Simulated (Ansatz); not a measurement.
Take a 16-atom supercell of BeO in the wurtzite structure (space group P6_3mc, No. 186; a = 2.712 Å, c = 4.405 Å) at its relaxed geometry as the base.

The values are results of PBE/PAW in Ansatz (a quantum-chemistry and plane-wave program), spin-orbit coupling left out, not measurements.

Before the change:

```
Quantity    Value
--------  -------
Pressure  0.0 GPa
```

Now apply this change: a neutral Be interstitial (started 1.66 Å from the nearest host atom), atoms relaxed at fixed cell, starting from a slightly rattled geometry.

Q: How does this affect the largest displacement of a host atom from its site in the perfect cell, final site of the added atom and pressure?

A: The largest displacement of a host atom from its site in the perfect cell amounts to 0.22 Å; the final site of the added atom amounts to 3 O at 1.62 Å (trigonal pyramidal); the pressure goes from zero to 24.4 GPa.

Other magnetic orders, which the real material may have, were not ruled out. In so small a cell the defect repeats every few ångströms: this is an ordered compound, not a dilute defect. Seeded moments were not kept for Be interstitial (started 1.66 Å from the nearest host atom). The defect cell is spin-polarised and ends with 0.0 μB.
